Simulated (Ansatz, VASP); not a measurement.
**ZnO (zincite) in VASP and in Ansatz**

INCAR

```
PREC = Accurate
ENCUT = 520
EDIFF = 1E-6
ISMEAR = 0
SIGMA = 0.02
LREAL = F
LASPH = T
NELM = 100
ALGO = Normal
ISIF = 2
LWAVE = F
LCHARG = F
GGA = PE
NBANDS = 26
```

Contents of KPOINTS:

```
Automatic mesh
0
Gamma
  9 9 6
```

Contents of POSCAR:

```
ZnO
1.0
    3.2794860218      0.0000000000      0.0000000000
   -1.6397430109      2.8401182063      0.0000000000
    0.0000000000      0.0000000000      5.2932739833
Zn O
2 2
Direct
    0.3333333333      0.6666666667      0.4999685891
    0.6666666667      0.3333333333     -0.0000314109
    0.6666666667      0.3333333333      0.3790414109
    0.3333333333      0.6666666667      0.8790414109
```

Input for Ansatz:

```yaml
crystal:
  lattice:
    - [3.2794860218, 0.0, 0.0]
    - [-1.6397430109, 2.8401182063, 0.0]
    - [0.0, 0.0, 5.2932739833]
  atoms:
    - { symbol: Zn, position: [0.3333333333, 0.6666666667, 0.4999685891] }
    - { symbol: Zn, position: [0.6666666667, 0.3333333333, -3.14109e-05] }
    - { symbol: O, position: [0.6666666667, 0.3333333333, 0.3790414109] }
    - { symbol: O, position: [0.3333333333, 0.6666666667, 0.8790414109] }
basis:
  ecutwfc: 420
kpoints:
  mp_grid: { grid: [9, 9, 6] }
  band_path:
    path:
      - [0.0, 0.0, 0.0]
      - [0.5, 0.0, 0.0]
      - [0.3333333333, 0.3333333333, 0.0]
      - [0.0, 0.0, 0.5]
      - [0.5, 0.0, 0.5]
      - [0.3333333333, 0.3333333333, 0.5]
    npoints: 1
hamiltonian:
  xc: pbe
scf:
  occupations: { method: gaussian, width: 0.02 }
  n_extra_bands: 5
output:
  forces: true
  stress: true
  eigenvalues: true
  write_density: true
  write_potential: true
  elf: true
  volumetric_format: npy
```

Alike in both runs: task single point; functional PBE; k mesh 9 × 9 × 6; occupations gaussian, width 0.02 eV; no spin polarisation.

|  | VASP | Ansatz |
| --- | --- | --- |
| version | VASP 6.6.1 | Ansatz 0.2.0 |
| potentials or method | VASP PAW PBE potentials, release 64 (Zn, O) | scalar-relativistic, plane waves, PAW |
| plane-wave cutoff (eV) | 520 | 420 |
| valence electrons in the cell | 36 | 36 |

|  | VASP | Ansatz | Ansatz less VASP |
| --- | --- | --- | --- |
| gap on the k mesh at the Fermi level (eV) | 0.73 | 0.74 | +0.016 |
| least direct gap on the mesh (eV) | 0.73 | 0.74 | +0.016 |
| pressure (GPa) | 0.9 | 0.0 | -0.90 |
